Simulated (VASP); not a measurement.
Input of a VASP 6.6.1 run:

File INCAR:

```
SYSTEM = CoO
ALGO = Normal
EDIFF = 1E-7
ENCUT = 520
GGA = PE
ISIF = 2
ISMEAR = 0
ISPIN = 2
LASPH = .TRUE.
LCHARG = .FALSE.
LDAU = .TRUE.
LDAUJ = 0 0
LDAUL = 2 -1
LDAUPRINT = 1
LDAUTYPE = 2
LDAUU = 5.3 0
LMAXMIX = 4
LORBIT = 11
LREAL = .FALSE.
LWAVE = .FALSE.
MAGMOM = 2.9 -2.9 0 0
NBANDS = 27
NELM = 150
PREC = Accurate
SIGMA = 0.02
```

The input KPOINTS:

```
k-points
0
G
  10 10 6
  0 0 0
```

File POSCAR:

```
CoO
1.0
    0.0000000000      2.1290380231     -2.1290380231
    0.0000000000      2.1290380231      2.1290380231
    4.5405720677      0.0000000000      0.0000000000
Co O
2 2
Direct
    0.0000000000      0.0000000000      0.0000000000
    0.5000000000      0.5000000000      0.5000000000
    0.0000000000      1.0000000000      0.5000000000
    0.5000000000      1.5000000000      1.0000000000
```

Potentials or basis: VASP PAW PBE potentials, release 64 (Co, O).

Command:

```bash
$ cat potpaw_PBE.64/Co/POTCAR potpaw_PBE.64/O/POTCAR > POTCAR
$ mpirun -np 1 vasp_std > vasp.out
```

Problem. Estimate the site moments.

Solution. Co +2.81, -2.81; O -0.08, +0.08 μB.

Problem. Estimate the band gap on the k mesh.

Solution. 1.53 eV.

Eigenvalues of the final occupation matrices:
```
    site  spin  trace               eigenvalues
site 1 d     1   4.95  0.97 0.97 0.98 1.01 1.02
site 1 d     2   2.18  0.03 0.08 0.14 0.97 0.97
site 2 d     1   2.18  0.03 0.08 0.14 0.97 0.97
site 2 d     2   4.95  0.97 0.97 0.98 1.01 1.02
```

A k mesh can miss the band edges. The state reached can hang on the start; a lower one may exist.
